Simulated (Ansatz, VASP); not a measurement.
# SnSe: VASP beside Ansatz

```xyz
2
Lattice="0.0000 2.9693 2.9693 2.9693 0.0000 2.9693 2.9693 2.9693 0.0000" Properties=species:S:1:pos:R:3 pbc="T T T"
Sn    0.0000    0.0000    0.0000
Se    2.9693    2.9693    2.9693
```

Change from the starting cell: volume scaled by 0.96.

Alike in both runs: task single point; functional PBE; k mesh 8 × 8 × 8; occupations fermi-dirac, width 0.05 eV; no spin polarisation.

|  | VASP | Ansatz |
| --- | --- | --- |
| version | VASP 6.6.1 | Ansatz 0.2.0 |
| potentials or method | VASP PAW PBE potentials, release 64 (Sn_d, Se) | Ansatz PAW |
| plane-wave cutoff (eV) | 520 | 420 |
| valence electrons in the cell | 20 | 30 |

```tsv
	VASP	Ansatz	Ansatz less VASP
gap on the k mesh at the Fermi level (eV)	0.73	0.73	-0.001
least direct gap on the mesh (eV)	0.77	0.77	-0.001
pressure (GPa)	3.3	3.3	-0.01
```

With one functional, cell and mesh, what is left measures potentials, basis and numerics. The two sets of potentials don't hold the same shells in valence.

Caveats: spin-orbit coupling is left out, which moves the levels of the heavy elements. A k mesh can miss the band edges.
